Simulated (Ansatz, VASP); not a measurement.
One calculation of CsH, two programs

File INCAR:

```
SYSTEM = CsH
ALGO     = Normal         ! electronic algorithm
EDIFF    = 1E-6           ! SCF threshold, eV
ENCUT    = 520            ! plane-wave cutoff, eV
GGA      = CA             ! functional
ISIF     = 2              ! what is computed and relaxed
ISMEAR   = -1             ! smearing method
LASPH    = .True.         ! aspherical terms in the spheres
LCHARG   = .False.        ! write CHGCAR
LREAL    = .False.        ! projectors in reciprocal space
LWAVE    = .False.        ! write WAVECAR
NBANDS   = 12             ! bands
NELM     = 80             ! most SCF steps
PREC     = Accurate       ! precision mode
SIGMA    = 0.05           ! smearing width, eV
```

KPOINTS

```
k-points
0
Gamma
  12 12 12
  0 0 0
```

POSCAR

```
CsH
1.0
    0.0000000000      2.4191521171      2.4191521171
    2.4191521171      0.0000000000      2.4191521171
    2.4191521171      2.4191521171      0.0000000000
Cs H
1 1
Direct
    0.0000000000      0.0000000000      0.0000000000
    0.5000000000      0.5000000000      0.5000000000
```

Input for Ansatz:

```yaml
crystal:
  lattice:
    - [0.0, 2.4191521171, 2.4191521171]
    - [2.4191521171, 0.0, 2.4191521171]
    - [2.4191521171, 2.4191521171, 0.0]
  atoms:
    - { symbol: Cs, position: [0.0, 0.0, 0.0] }
    - { symbol: H, position: [0.5, 0.5, 0.5] }
kpoints:
  mp_grid: { grid: [12, 12, 12] }
scf:
  occupations: { method: fermi_dirac, width: 0.05 }
hamiltonian:
  xc: lda
  pseudopotentials: { kind: paw }
output:
  forces: true
  stress: true
  eigenvalues: true
  populations: true
  write_density: true
  write_potential: true
  elf: true
  volumetric_format: npy
```

Change from the starting cell: volume scaled by 0.5, PAW files.

Alike in both runs: task single point; functional LDA; k mesh 12 × 12 × 12; occupations fermi-dirac, width 0.05 eV; no spin polarisation.

|  | VASP | Ansatz |
| --- | --- | --- |
| version | VASP 6.6.1 | Ansatz 0.2.0 |
| potentials or method | VASP PAW LDA potentials, release 64 (Cs_sv, H) | PAW with Ansatz's default frozen-core files, scalar-relativistic |
| plane-wave cutoff (eV) | 520 | 420 |
| valence electrons in the cell | 10 | 10 |

|  | VASP | Ansatz | Ansatz less VASP |
| --- | --- | --- | --- |
| pressure (GPa) | 33.0 | 30.5 | -2.51 |

Caveats: so large a pressure means that the cell lies far from this level's equilibrium, or that cutoff or potentials fall short (VASP). Spin-orbit coupling is left out, which matters for the levels of Cs.
